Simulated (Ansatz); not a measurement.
Runs of Ansatz 0.2.0 on AlFe. It takes space group Pm-3m (No. 221, cubic). Conventional cell: a = 2.910 Å, b = 2.910 Å, c = 2.910 Å, α = 90.00°, β = 90.00°, γ = 90.00°. Fe (site symmetry m-3m) is surrounded by 8 Al at 2.52 Å. Al (site symmetry m-3m) is surrounded by 8 Fe at 2.52 Å. 

```csv
task,cell,cutoff (eV),pressure (GPa),moment (μB)
relaxation of cell and atoms,relaxed to 5 GPa,-,5.0,0.58
relaxation of cell and atoms,relaxed,-,0.0,(a)
relaxation of cell and atoms,relaxed to 20 GPa,-,20.0,(b)
single point,strain_z = 0,247,-11.3,0.66
relaxation of cell and atoms,relaxed to 30 GPa,-,30.0,0.39
relaxation of cell and atoms,relaxed to 10 GPa,-,10.0,0.55
```

Alike in all rows: level PBEsol; potentials or basis all-electron LAPW, scalar-relativistic; spin collinear, ferromagnetic start; k mesh 9 × 9 × 9; smearing fermi-dirac 0.05 eV; basis error allowed 0.001 eV/atom.

Estimate the missing entries.

(a) 0.60; (b) 0.47.
